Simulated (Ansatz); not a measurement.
A relaxed cell of InSe is given with its symmetry left out. The cell was found from a structure generator's guess, not taken from experiment.

Method: Ansatz 0.2.0, DFT PBE, scalar-relativistic, plane waves, PAW. Cutoff 420 eV, Γ-centred mesh, Gaussian smearing, no spin polarisation.

```xyz
4
Lattice="2.0648 1.1921 7.3010 -2.0648 1.1921 7.3010 0.0000 -2.3843 7.3010" Properties=species:S:1:pos:R:3 pbc="T T T"
In    0.0000    0.0000    0.0000
In    0.0000    0.0000   10.9514
Se    0.0000    0.0000    5.2071
Se    0.0000    0.0000   16.6958
```

The zero of energy is the elements' standard structures at the same level; no fitted shifts are applied.

Problem. What space group does it have?

Solution. R-3m (No. 166). Conventional cell: a = 4.130 Å, c = 21.903 Å. In on its first site has 6 Se at 3.17 Å; In on its second site is surrounded by 6 Se at 2.85 Å; around Se lie 3 In at 2.85 Å and 3 In at 3.17 Å.

Problem. How far does it lie from the elements in energy?

Solution. −0.44 eV/atom. It lies below the elements, which doesn't yet make it stable against other compounds or structures.

Problem. Is it a metal?

Solution. Yes, bands cross the Fermi level on the 12×12×12 mesh.

The last run used a 12×12×12 mesh for its 4-atom cell and Gaussian smearing of 0.10 eV. The reference form of Se is held partly by dispersion forces, which this level lacks. This cell was reached by moving the atoms of another relaxed cell at random and relaxing again, last within the group found; it had no such test of its own.
